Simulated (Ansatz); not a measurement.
TePb under changes of volume

One of the cells (33.730 Å³/atom); the others are scaled copies at fixed shape and fractional positions:

```xyz
2
Lattice="0.0000 3.2310 3.2310 3.2310 0.0000 3.2310 3.2310 3.2310 0.0000" Properties=species:S:1:pos:R:3 pbc="T T T"
Pb    0.0000    0.0000    0.0000
Te    3.2310    3.2310    3.2310
```

| Quantity | Value |
| --- | --- |
| Program | Ansatz 0.2.0 |
| Functional | m-r2SCAN |
| Potentials or basis | Ansatz PAW |
| Cutoff | 500 eV (not typed: the program's choice for these potentials) |
| k mesh | 7 × 7 × 7 |
| Occupations | fermi-dirac, width 0.05 eV |
| Spin | no spin polarisation |

```tsv
volume (Å³/atom)	energy over the lowest point (meV/atom)	pressure (GPa)
31.706	44.97	5.0
32.380	26.77	3.7
33.055	?	?
33.730	5.14	1.5
34.404	0.72	0.6
35.079	0.00	-0.2
35.753	2.61	-1.0
```

Task: What does the run at 33.055 Å³/atom give?

Result: Energy over the lowest point 13.67 meV/atom; pressure 2.6 GPa.

Worked out: A Birch-Murnaghan fit of order 3 (a polynomial in V^(-2/3)) to the other rows has its minimum at 34.88 Å³/atom with B0 = V·E''(V) = 42 GPa and B' = 4.5. It gives 13.66 meV/atom at 33.055 Å³/atom, against the run's 13.67, and -dE/dV = 2.5 GPa, against 2.6.

Energies are extrapolated to zero smearing.

Caveats: the PAW data sets come from PBE, with cores solved anew for the run's functional, which leaves a small shift of forces and pressure.
